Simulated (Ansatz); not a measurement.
Input and command of a plane-wave DFT calculation in Ansatz:

```yaml
crystal:
  lattice:
    - [3.1810954022, 0.0, 0.0]
    - [-1.5905477011, 2.7549094302, 0.0]
    - [0.0, 0.0, 33.9014800071]
  atoms:
    - { symbol: W, position: [0.3333333333, 0.6666666667, 0.0] }
    - { symbol: W, position: [0.3333333333, 0.6666666667, 0.5] }
    - { symbol: S, position: [0.7017286479, 0.359000485, 0.4540112451] }
    - { symbol: S, position: [0.6666666667, 0.3333333333, 0.9540112451] }
    - { symbol: S, position: [0.6666666667, 0.3333333333, 0.0459887549] }
    - { symbol: S, position: [0.6316046855, 0.3076661817, 0.5459887549] }
basis:
  ecutwfc: 500
kpoints:
  mp_grid: { grid: [12, 12, 1] }
hamiltonian:
  xc: r2scan
scf:
  occupations: { method: gaussian, width: 0.05 }
output:
  forces: true
  stress: true
  eigenvalues: true
```

```bash
ansatz run input.yaml --threads 2 --pin off --max-ram 5120MiB --backend cpu --events-out ev --progress --plain --runs-dir out
```

Processor: Intel(R) Xeon(R) 6975P-C (Granite Rapids), 2 threads, on a host shared with other jobs.

How long does it run, and how much memory does it take?

About 34 s on 2 threads of Intel(R) Xeon(R) 6975P-C (Granite Rapids), on a shared host, peak memory 1.4 GiB. It solves 32 bands at 74 k points (the mesh reduced by symmetry) with about 7521 plane waves, in 9 SCF iterations.
